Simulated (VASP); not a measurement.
# Zn (R-3m) in VASP: notebook

One crystal, Zn, is run at these levels: LDA; tasks: single point.

Everything below comes from runs of VASP 6.6.1. Logs are shortened: lines on timing, memory, paths and dates and some standing lists are left out, and cuts for length are marked.

### 1 Starting point

It takes space group R-3m (No. 166, trigonal). Conventional cell: a = 5.591 Å, b = 5.591 Å, c = 1.712 Å, α = 90.00°, β = 90.00°, γ = 120.00°. Around Zn (site symmetry -3m) lie 2 Zn at 1.71 Å.

This isn't the form of Zn at room conditions, which is hcp.

### 2 Single point, LDA

The input, INCAR:

```
SYSTEM = Zn
PREC = Accurate ; ENCUT = 520
EDIFF = 1E-7 ; ISMEAR = 0
SIGMA = 0.15 ; LREAL = .FALSE.
LASPH = .TRUE. ; NELM = 100
ALGO = Fast ; ISIF = 2
LWAVE = .FALSE. ; LCHARG = .FALSE.
GGA = CA ; NBANDS = 12
```

The input, KPOINTS:

```
regular mesh
0
G
  24 24 24
  0 0 0
```

The input, POSCAR:

```
Zn
1.0
   -2.3063398684      1.6473856203      1.6473856203
    1.6473856203     -2.3063398684      1.6473856203
    1.6473856203      1.6473856203     -2.3063398684
Zn
1
Direct
    0.0000000000      0.0000000000      0.0000000000
```

Potentials or basis: VASP PAW LDA potentials, release 64 (Zn).

On the command line:

```bash
> cat potpaw_LDA.64/Zn/POTCAR > POTCAR
> mpirun -np 1 vasp_std > vasp.out
```

OUTCAR:

```text
SYSTEM = Zn
   PREC = Accurate
   ENCUT = 520
   EDIFF = 1E-7
   ISMEAR = 0
   LREAL = .FALSE.
   LASPH = .TRUE.
   NELM = 100
   ISIF = 2
   GGA = CA

 ion  position               nearest neighbor table
   1  0.000  0.000  0.000-

  LATTYP: Found a trigonal (rhomboedric) cell.
 ALAT       =     3.2782559925
 COS(alpha) =    -0.4545454545

  Lattice vectors:

 A1 = (  -2.3063398684,   1.6473856203,   1.6473856203)
 A2 = (   1.6473856203,  -2.3063398684,   1.6473856203)
 A3 = (   1.6473856203,   1.6473856203,  -2.3063398684)

Analysis of symmetry for initial positions (statically):
=====================================================================
 Subroutine PRICEL returns:
 Original cell was already a primitive cell.

 Routine SETGRP: Setting up the symmetry group for a
 trigonal (rhombohedral) supercell.

 Subroutine GETGRP returns: Found 12 space group operations
 (whereof 12 operations were pure point group operations)
 out of a pool of 12 trial point group operations.

The static configuration has the point symmetry D_3d.

Analysis of symmetry for dynamics (positions and initial velocities):
=====================================================================
 Subroutine PRICEL returns:
 Original cell was already a primitive cell.

 Routine SETGRP: Setting up the symmetry group for a
 trigonal (rhombohedral) supercell.

 Subroutine GETGRP returns: Found 12 space group operations
 (whereof 12 operations were pure point group operations)
 out of a pool of 12 trial point group operations.

The dynamic configuration has the point symmetry D_3d.

 Subroutine INISYM returns: Found 12 space group operations
 (whereof 12 operations are pure point group operations),
 and found     1 'primitive' translations

----------------------------------------------------------------------------------------

                                     Primitive cell

  volume of cell :      15.4511

  direct lattice vectors                    reciprocal lattice vectors
    -2.306339868  1.647385620  1.647385620     0.168617338  0.421543345  0.421543345
     1.647385620 -2.306339868  1.647385620     0.421543345  0.168617338  0.421543345
     1.647385620  1.647385620 -2.306339868     0.421543345  0.421543345  0.168617338

  length of vectors
     3.278255993  3.278255993  3.278255993     0.619539659  0.619539659  0.619539659

  position of ions in fractional coordinates (direct lattice)
     0.000000000  0.000000000  0.000000000

  ion indices of the primitive-cell ions
   primitive index   ion index
                 1           1

----------------------------------------------------------------------------------------

 KPOINTS: regular mesh

Automatic generation of k-mesh.
 Grid dimensions read from file:
 generate k-points for:   24   24   24

 Generating k-lattice:

  Cartesian coordinates                     Fractional coordinates (reciprocal lattice)
     0.007025722  0.017564306  0.017564306     0.041666667  0.000000000  0.000000000
     0.017564306  0.007025722  0.017564306     0.000000000  0.041666667  0.000000000
     0.017564306  0.017564306  0.007025722     0.000000000  0.000000000  0.041666667

  Length of vectors
     0.025814152  0.025814152  0.025814152

  Shift w.r.t. Gamma in fractional coordinates (k-lattice)
     0.000000000  0.000000000  0.000000000

 Subroutine IBZKPT returns following result:
 ===========================================

 Found   1313 irreducible k-points:

 Following reciprocal coordinates:
            Coordinates               Weight
  0.000000  0.000000  0.000000      1.000000
  0.041667 -0.000000  0.000000      6.000000
  0.083333  0.000000  0.000000      6.000000
  0.125000  0.000000  0.000000      6.000000
  0.166667 -0.000000  0.000000      6.000000
  0.208333  0.000000  0.000000      6.000000
[... 16 lines left out ...]
  0.416667  0.041667  0.000000     12.000000
  0.458333  0.041667  0.000000     12.000000
 [... further k-points ...]
   k-points           NKPTS =   1313   k-points in BZ     NKDIM =   1313   number of bands    NBANDS=     12
   number of dos      NEDOS =    301   number of ions     NIONS =      1
   total plane-waves  NPLWV =  13824
   dimension x,y,z NGX =    24 NGY =   24 NGZ =   24
   dimension x,y,z NGXF=    48 NGYF=   48 NGZF=   48
   ions per type =               1
   NGX,Y,Z   is equivalent  to a cutoff of  12.17, 12.17, 12.17 a.u.
   NGXF,Y,Z  is equivalent  to a cutoff of  24.34, 24.34, 24.34 a.u.
 SYSTEM =  Zn
   PREC   = accura    normal or accurate (medium, high low for compatibility)
   ISTART =      0    job   : 0-new  1-cont  2-samecut
   ICHARG =      2    charge: 1-file 2-atom 10-const
   ISPIN  =      1    spin polarized calculation?
   LNONCOLLINEAR =      F non collinear calculations
   LSORBIT =      F    spin-orbit coupling
   LASPH  =      T    aspherical Exc in radial PAW
   ENCUT  =  520.0 eV  38.22 Ry    6.18 a.u.   6.10  6.10  6.10*2*pi/ulx,y,z
   NELM   =    100;   NELMIN=  2; NELMDL= -5     # of ELM steps
   EDIFF  = 0.1E-06   stopping-criterion for ELM
   LREAL  =      F    real-space projection
   EDIFFG = 0.1E-05   stopping-criterion for IOM
   NSW    =      0    number of steps for IOM
   IBRION =     -1    ionic relax: 0-MD 1-quasi-New 2-CG
   NFREE  =      0    steps in history (QN), initial steepest desc. (CG)
   ISIF   =      2    stress and relaxation
   ISYM   =      2    0-nonsym 1-usesym 2-fastsym
   POTIM  = 0.5000    time-step for ionic-motion
   TEBEG  =    0.0;   TEEND  =   0.0 temperature during run
   PSTRESS=    0.0 pullay stress
   NELECT =      12.0000    total number of electrons
   NUPDOWN=      -1.0000    fix difference up-down
   EMIN   =  10.00;   EMAX   =-10.00  energy-range for DOS
   EFERMI =   0.00;   METHOD = LEGACY
   ISMEAR =     0;   SIGMA  =   0.15  broadening in eV -4-tet -1-fermi 0-gaus
   EFERMI_NEDOS =   21; number of points for ismear=-14 and -15
   IALGO  =     68    algorithm
   IMIX   =      4    mixing-type and parameters
     AMIX     =   0.40;   BMIX     =  1.00
     AMIX_MAG =   1.60;   BMIX_MAG =  1.00
  volume/ion in A,a.u.               =      15.45       104.27
  Fermi-wavevector in a.u.,A,eV,Ry     =   1.504811  2.843681 30.809811  2.264457
  Thomas-Fermi vector in A             =   2.615742
   LORBIT       =      0    0 simple, 1 ext, 2 COOP (PROOUT), +10 PAW based schemes
   GGA     = CA    functional components
   LHFCALC =     F    Hartree Fock is set to
   AEXX    =    0.0000 exact exchange contribution
   IVDW    =     0    specifies the selected vdW correction
   LEPSILON=     F    determine dielectric tensor
   LRPA    =     F    only Hartree local field effects (RPA)
 non-spin polarized calculation
 RMM-DIIS sequential band-by-band and
 Gauss-broadening in eV      SIGMA  =   0.15
  energy-cutoff  :      520.00
  volume of cell :       15.45
 maximum number of plane-waves:       458
   NGX = 13   NGY = 13   NGZ = 13

 number of electron      12.0000015 magnetization

 Free energy of the ion-electron system (eV)
  ---------------------------------------------------
  ext. energy  EPLUGINS =         0.00000000
  ---------------------------------------------------
  free energy    TOTEN  =         2.26499694 eV

  energy without entropy =        2.26797322  energy(sigma->0) =        2.26648508

 E-fermi :   2.6264     XC(G=0): -11.4541

 val. band max:        2.6164096067   @ k =   0.2917   0.2500   0.1250
 cond. band min:       2.6476451915   @ k =   0.3750   0.2917   0.1250
 fundamental gap:      0.0312355848
 Fermi energy:         2.6264395541

 k-point     1 :       0.0000    0.0000    0.0000
  band No.  band energies     occupation
      1     -10.7307      2.00000
      2      -6.9815      2.00000
      3      -6.3692      2.00000
      4      -6.3692      2.00000
      5      -4.1004      2.00000
      6      -4.1004      2.00000
      7       9.0717      0.00000
      8       9.0717      0.00000
      9      15.4249      0.00000
     10      15.4644      0.00000
     11      15.4644      0.00000
     12      16.8044      0.00000

 k-point     2 :       0.0417   -0.0000    0.0000
  band No.  band energies     occupation
      1     -10.6109      2.00000
      2      -6.9005      2.00000
      3      -6.3515      2.00000
      4      -6.3487      2.00000
      5      -4.2061      2.00000
      6      -4.2059      2.00000
      7       9.1445      0.00000
      8       9.1988      0.00000
      9      14.9724      0.00000
     10      15.5826      0.00000
     11      16.1417      0.00000
     12      16.9192      0.00000

 k-point     3 :       0.0833    0.0000    0.0000
  band No.  band energies     occupation
      1     -10.2583      2.00000
      2      -6.6578      2.00000
      3      -6.2997      2.00000
      4      -6.2886      2.00000
      5      -4.5054      2.00000
      6      -4.5045      2.00000
      7       9.3497      0.00000
      8       9.5598      0.00000
      9      14.7375      0.00000
     10      15.9146      0.00000
     11      17.0568      0.00000
     12      17.2835      0.00000
[... 286 lines left out ...]
 k-point    23 :       0.4167    0.0417    0.0000
  band No.  band energies     occupation
      1      -8.6886      2.00000
      2      -8.6028      2.00000
      3      -5.2830      2.00000
      4      -5.2162      2.00000
      5      -4.1749      2.00000
      6       4.2648      0.00000
      7      11.9246      0.00000
      8      15.3179      0.00000
      9      17.5962      0.00000
     10      20.3390      0.00000
     11      20.7187      0.00000
     12      24.3608      0.00000

 k-point    24 :       0.4583    0.0417    0.0000
  band No.  band energies     occupation
      1      -8.7560      2.00000
      2      -8.6654      2.00000
      3      -5.2640      2.00000
      4      -5.1929      2.00000
      5      -4.0636      2.00000
      6       5.3768      0.00000
      7      10.6732      0.00000
      8      15.0842      0.00000
      9      17.5093      0.00000
     10      20.2193      0.00000
     11      20.7222      0.00000
     12      26.0099      0.00000

 [... further k-points ...]

------------------------ aborting loop because EDIFF is reached ----------------------------------------

  FORCE on cell =-STRESS in cart. coord.  units (eV):
  Direction    XX          YY          ZZ          XY          YZ          ZX
  --------------------------------------------------------------------------------------
  -------------------------------------------------------------------------------------
  Total        9.5069720      9.5069720      9.5069720     10.1922870     10.1922870     10.1922870
  in kB      985.8100699    985.8100699    985.8100699   1056.8726986   1056.8726986   1056.8726986
  external PRESSURE =     985.8100699 kB  Pullay stress =       0.0000000 kB

 VOLUME and BASIS-vectors are now :
 -----------------------------------------------------------------------------
  energy-cutoff  :      520.00
  volume of cell :       15.45
      direct lattice vectors                 reciprocal lattice vectors
    -2.306339868  1.647385620  1.647385620     0.168617338  0.421543345  0.421543345
     1.647385620 -2.306339868  1.647385620     0.421543345  0.168617338  0.421543345
     1.647385620  1.647385620 -2.306339868     0.421543345  0.421543345  0.168617338

 POSITION                                       TOTAL-FORCE (eV/Angst)
 -----------------------------------------------------------------------------------
      0.00000      0.00000      0.00000        -0.000000      0.000000      0.000000
 -----------------------------------------------------------------------------------
    total drift:                                0.000000      0.000000     -0.000000

  FREE ENERGIE OF THE ION-ELECTRON SYSTEM (eV)
  ---------------------------------------------------
  free  energy   TOTEN  =         2.2649969381 eV

  energy  without entropy=        2.2679732200  energy(sigma->0) =        2.26648508
```

Run time: 2.5 min. Hardware: 1 thread of Intel Xeon Platinum 8375C at 2.90GHz (Ice Lake), shared host; peak memory 0.34 GiB.

Results:

```yaml
Free_energy: 2.2650 eV
Pressure: 98.6 GPa
Band_gap_on_the_k_mesh: none (metal or under the smearing width)
```

Levels at points of the mesh, in eV from the Fermi level:
| k point | band 4 | band 5 | band 6 | band 7 | band 8 | band 9 |
| --- | --- | --- | --- | --- | --- | --- |
| (0.00, 0.00, 0.00) | -9.00 | -6.73 | -6.73 | 6.45 | 6.45 | 12.80 |
| (0.50, 0.00, 0.00) | -7.82 | -6.69 | 2.75 | 7.99 | 12.56 | 15.10 |
| (0.50, 0.50, 0.00) | -6.73 | -6.72 | -5.18 | -4.02 | 3.36 | 8.44 |
| (0.50, 0.50, 0.50) | -7.82 | -6.52 | 4.73 | 10.43 | 10.43 | 12.88 |

Caveat: a pressure of tens of GPa on the cell as given is suspect, and the run, the potentials or the cell itself is likely at fault.

(Continued in part 2 of 2.)
